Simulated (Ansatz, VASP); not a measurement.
One calculation of ZnS, two programs

```
Zn S
1.0
     0.00000    2.73800    2.69409
     2.73800    0.00000    2.69409
     2.73800    2.73800    0.00000
Zn S
1 1
Direct
  0.00000 0.00000 0.00000
  0.25000 0.25000 0.25000
```

Change from the starting cell: biaxial_xy strain +1.6%.

Alike in both runs: task single point; functional r2SCAN; k mesh 8 × 8 × 8; no spin polarisation.

|  | VASP | Ansatz |
| --- | --- | --- |
| version | VASP 6.6.1 | Ansatz 0.2.0 |
| potentials or method | VASP PAW PBE potentials, release 64 (Zn, S) | plane waves, PAW |
| plane-wave cutoff (eV) | 520 | 500 |
| occupations | gaussian, width 0.01 eV | fixed |
| valence electrons in the cell | 18 | 18 |

```csv
,VASP,Ansatz,Ansatz less VASP
gap on the k mesh at the Fermi level (eV),2.53,2.52,-0.008
pressure (GPa),-2.3,-2.3,-0.02
largest component of the traceless stress (GPa),0.45,0.46,+0.009
```

Caveats: the PAW data sets were made with another functional, which shifts forces and pressure a little (VASP).
